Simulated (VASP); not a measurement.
BaZrO3 in VASP 6.6.1, single-point calculation

INCAR

```
EDIFF = 1E-7
ALGO = VeryFast
LASPH = .TRUE.
LCHARG = .FALSE.
ISIF = 2
LWAVE = .FALSE.
IBRION = -1
GGA = PE
LREAL = .FALSE.
NELM = 69
ENCUT = 520
PREC = Accurate
ISMEAR = 0
NBANDS = 28
SIGMA = 0.5
NSW = 0
```

KPOINTS

```
KPOINTS created by Atomic Simulation Environment
0
Gamma
6 6 6
0 0 0
```

POSCAR

```
Ba Zr O
 1.0000000000000000
     4.2053551814048991   -0.0000000000000000    0.0000000000000000
     0.0000000000000000    4.2053551814048991    0.0000000000000000
     0.0000000000000000    0.0000000000000000    4.2053551814048991
 Ba  Zr  O
   1   1   3
Cartesian
 -0.0000000000000000 -0.0000000000000000  0.0000000000000000
  2.1026775907024495  2.1026775907024495  2.1026775907024495
  2.1026775907024495  2.1026775907024495  0.0000000000000000
  2.1026775907024495 -0.0000000000000000  2.1026775907024495
  0.0000000000000000  2.1026775907024495  2.1026775907024495
```

The recommended PBE PAW datasets give the neutral cell 40 valence electrons.

Command

```
mpirun -np 1 vasp_std
```

OSZICAR

```
N       E                     dE             d eps       ncg     rms          rms(c)
RMM:   1     0.499207001244E+03    0.49921E+03   -0.16535E+04   560   0.119E+03
RMM:   2     0.107870493343E+03   -0.39134E+03   -0.44763E+03   560   0.307E+02
RMM:   3     0.911784305604E+01   -0.98753E+02   -0.11651E+03   560   0.154E+02
RMM:   4    -0.310936153850E+02   -0.40211E+02   -0.30266E+02   560   0.883E+01
RMM:   5    -0.426323885093E+02   -0.11539E+02   -0.97086E+01   560   0.462E+01
RMM:   6    -0.460587888409E+02   -0.34264E+01   -0.31722E+01   560   0.262E+01
RMM:   7    -0.473943078657E+02   -0.13355E+01   -0.12956E+01   560   0.167E+01
RMM:   8    -0.480425584682E+02   -0.64825E+00   -0.64880E+00   560   0.117E+01
RMM:   9    -0.490223450293E+02   -0.97979E+00   -0.98261E+00  2049   0.866E+00
RMM:  10    -0.492511215524E+02   -0.22878E+00   -0.21482E+00  2193   0.354E+00
...
RMM:  53    -0.417066233542E+02   -0.86684E-06   -0.94048E-06   935   0.226E-03    0.267E-04
RMM:  54    -0.417066241090E+02   -0.75485E-06   -0.83466E-06   773   0.196E-03    0.281E-04
RMM:  55    -0.417066247368E+02   -0.62777E-06   -0.71089E-06   783   0.186E-03    0.277E-04
RMM:  56    -0.417066252668E+02   -0.53003E-06   -0.59788E-06   771   0.174E-03    0.310E-04
RMM:  57    -0.417066256865E+02   -0.41973E-06   -0.47083E-06   750   0.158E-03    0.331E-04
RMM:  58    -0.417066260002E+02   -0.31362E-06   -0.35636E-06   767   0.147E-03    0.366E-04
RMM:  59    -0.417066262111E+02   -0.21096E-06   -0.23837E-06   751   0.131E-03    0.365E-04
RMM:  60    -0.417066263296E+02   -0.11847E-06   -0.13588E-06   736   0.118E-03    0.365E-04
RMM:  61    -0.417066263841E+02   -0.54493E-07   -0.67602E-07   771   0.114E-03
   1 F= -.41706626E+02 E0= -.41706626E+02  d E =-.986900E-06
```

From OUTCAR

```
k-points           NKPTS =     20   k-points in BZ     NKDIM =     20   number of bands    NBANDS=     28

   NELECT =      40.0000    total number of electrons

   dimension x,y,z NGX =    32 NGY =   32 NGZ =   32
   dimension x,y,z NGXF=    64 NGYF=   64 NGZF=   64

  energy-cutoff  :      520.00
  volume of cell :       74.37
      direct lattice vectors                 reciprocal lattice vectors
     4.205355181  0.000000000  0.000000000     0.237792043  0.000000000  0.000000000
     0.000000000  4.205355181  0.000000000     0.000000000  0.237792043  0.000000000
     0.000000000  0.000000000  4.205355181     0.000000000  0.000000000  0.237792043

 k-points in reciprocal lattice and weights: KPOINTS created by Atomic Simulation Env
   0.00000000  0.00000000  0.00000000       0.005
   0.16666667  0.00000000  0.00000000       0.028
   0.33333333  0.00000000  0.00000000       0.028
   0.50000000  0.00000000  0.00000000       0.014
   0.16666667  0.16666667  0.00000000       0.056
   0.33333333  0.16666667  0.00000000       0.111
   0.50000000  0.16666667  0.00000000       0.056
   0.33333333  0.33333333  0.00000000       0.056
   ...

 E-fermi :   5.3440

 k-point     1 :       0.0000    0.0000    0.0000
  band No.  band energies     occupation
      1     -43.3635      2.00000
      2     -21.6285      2.00000
      3     -21.5110      2.00000
      4     -21.5110      2.00000
      5     -21.5110      2.00000
      6     -12.6366      2.00000
      7     -12.3495      2.00000
      8     -12.3495      2.00000
      9      -6.7633      2.00000
     10      -6.7633      2.00000
     11      -6.7633      2.00000
     12       2.2534      2.00000
     13       2.2534      2.00000
     14       2.2534      2.00000
     15       2.7478      2.00000
     16       2.7478      2.00000
     17       2.7478      2.00000
     18       3.4828      2.00000
     19       3.4828      2.00000
     20       3.4828      2.00000
     21       6.8854      0.00001
     22       6.8854      0.00001
     23       6.8854      0.00001
     24       8.3595      0.00000
     25       8.3595      0.00000
     26       9.5415      0.00000
     27      11.0596      0.00000
     28      12.0628      0.00000

 k-point     2 :       0.1667    0.0000    0.0000
  band No.  band energies     occupation
      1     -43.3627      2.00000
      2     -21.7079      2.00000
      3     -21.5094      2.00000
      4     -21.5094      2.00000
      5     -21.4780      2.00000
      6     -12.6402      2.00000
      7     -12.3438      2.00000
      8     -12.1725      2.00000
      9      -6.7467      2.00000
     10      -6.7467      2.00000
     11      -6.7150      2.00000
     12       1.8100      2.00000
     13       2.1659      2.00000
     14       2.1659      2.00000
     15       2.5033      2.00000
     16       2.5033      2.00000
     17       2.5529      2.00000
     18       2.8455      2.00000
     19       3.3962      2.00000
     20       3.3962      2.00000
     21       6.9804      0.00000
     22       7.4832      0.00000
     23       7.4832      0.00000
     24       8.7844      0.00000
     25       8.8034      0.00000
     26      10.1185      0.00000
     27      11.0605      0.00000
     28      11.8857      0.00000

 ...

  Total        1.5837044      1.5837044      1.5837044      0.0000000      0.0000000     -0.0000000
  in kB       34.1174572     34.1174572     34.1174572      0.0000000      0.0000000     -0.0000000
  external PRESSURE =      34.1174572 kB  Pullay stress =       0.0000000 kB

 POSITION                                       TOTAL-FORCE (eV/Angst)
 -----------------------------------------------------------------------------------
      0.00000      0.00000      0.00000         0.000000      0.000000      0.000000
      2.10268      2.10268      2.10268         0.000000      0.000000      0.000000
      2.10268      2.10268      0.00000         0.000000      0.000000      0.000000
      2.10268      0.00000      2.10268         0.000000      0.000000      0.000000
      0.00000      2.10268      2.10268         0.000000      0.000000      0.000000
 -----------------------------------------------------------------------------------
    total drift:                                0.000000     -0.000000     -0.000000

  FREE ENERGIE OF THE ION-ELECTRON SYSTEM (eV)
  ---------------------------------------------------
  free  energy   TOTEN  =       -41.7066263841 eV

  energy  without entropy=      -41.7066253972  energy(sigma->0) =      -41.70662589
```

It converged. Results: gap between bands v and c on the k mesh 3.17 eV; least direct gap on the k mesh 3.40 eV; pressure 3.4 GPa. Band v is the last that the valence electrons fill when counted band by band, and c is the next.

For comparison, a separate PBE run of the intended cell, on usual settings and not on those above, gives a gap of 3.17 eV on its mesh and a pressure of 3.4 GPa.

The run above took about 2.5 min on one core of a shared host (Intel Xeon Platinum 8488C) and held 0.2 GiB at most.
